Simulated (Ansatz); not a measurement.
Starting structure of a cell relaxation (symmetry kept):

```cif
data_structure
_symmetry_space_group_name_H-M 'P 1'
_symmetry_Int_Tables_number 1
_cell_length_a 6.6737
_cell_length_b 6.6737
_cell_length_c 4.3985
_cell_angle_alpha 90.510
_cell_angle_beta 90.510
_cell_angle_gamma 21.695
_cell_volume 72.42
loop_
_atom_site_label
_atom_site_type_symbol
_atom_site_fract_x
_atom_site_fract_y
_atom_site_fract_z
_atom_site_occupancy
B1 B 0.00008 0.00008 0.99882 1
B2 B 0.20001 0.20001 0.42770 1
B3 B 0.86575 0.86575 0.38057 1
B4 B 0.53153 0.53153 0.49828 1
N1 N 0.98077 0.98077 0.34311 1
N2 N 0.50616 0.50616 0.84316 1
N3 N 0.64689 0.64689 0.44380 1
N4 N 0.31230 0.31230 0.39305 1
```

Computed with DFT PBE, scalar-relativistic, plane waves, PAW (Ansatz 0.2.0).

Plane waves to 420 eV, a k mesh through Γ of 12×12×6 on the computed 8-atom cell and Gaussian smearing (0.02 eV); no spin polarisation.

Question: What does it relax to?

Answer: The volume stays the same within 0.01 Å³/atom to 9.05 Å³/atom, and the energy changes by under 0.1 meV/atom. Final structure:
```
B N
1.0
     6.55307   -1.25575   -0.00258
     6.55307    1.25575   -0.00258
    -0.04156    0.00000    4.39903
B N
4 4
Direct
  0.00006 0.00006 0.99881
  0.20002 0.20002 0.42795
  0.86577 0.86577 0.38023
  0.53153 0.53153 0.49838
  0.98079 0.98079 0.34301
  0.50611 0.50611 0.84310
  0.64690 0.64690 0.44432
  0.31231 0.31231 0.39271
```

This form isn't the usual stable structure of the compound.

Cost: 1 run of about 3.5 core-minutes, on Intel Xeon Platinum 8259CL (Skylake/Cascade Lake) (shared hosts).